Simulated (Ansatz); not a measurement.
**NaF: a sweep of one setting**

```xyz
2
Lattice="0.0000 2.3233 2.3233 2.3233 0.0000 2.3233 2.3233 2.3233 0.0000" Properties=species:S:1:pos:R:3 pbc="T T T"
Na    0.0000    0.0000    0.0000
F     2.3233    2.3233    2.3233
```

Atoms are numbered in the order listed.

The structure is an experimental refinement, used without relaxation.

Theory: Ansatz 0.2.0, DFT, PBE, PAW with Ansatz's default frozen-core files, scalar-relativistic.

The runs use a Γ-centred 11×11×11 k mesh, Fermi–Dirac smearing of 0.03 eV, cutoff 420 eV, no spin polarisation. One setting is then changed at a time.

| k mesh | free energy less the base's (meV/atom) | P (GPa) | gap on the mesh (eV) |
| --- | --- | --- | --- |
| 11×11×11 (base) | 0.0 | 1.70 | 6.272 |
| 3×3×3 | ? | ? | 6.265 |
| 6×6×6 | 0.0 | 1.70 | 6.272 |
| 8×8×8 | 0.0 | 1.70 | 6.272 |
| 15×15×15 | 0.0 | 1.70 | 6.272 |

Question: Fill in "P (GPa)" for the row "3×3×3".

Answer: 1.76.

Question: Give the missing entry: row "3×3×3", column "free energy less the base's (meV/atom)".

Answer: 2.6.
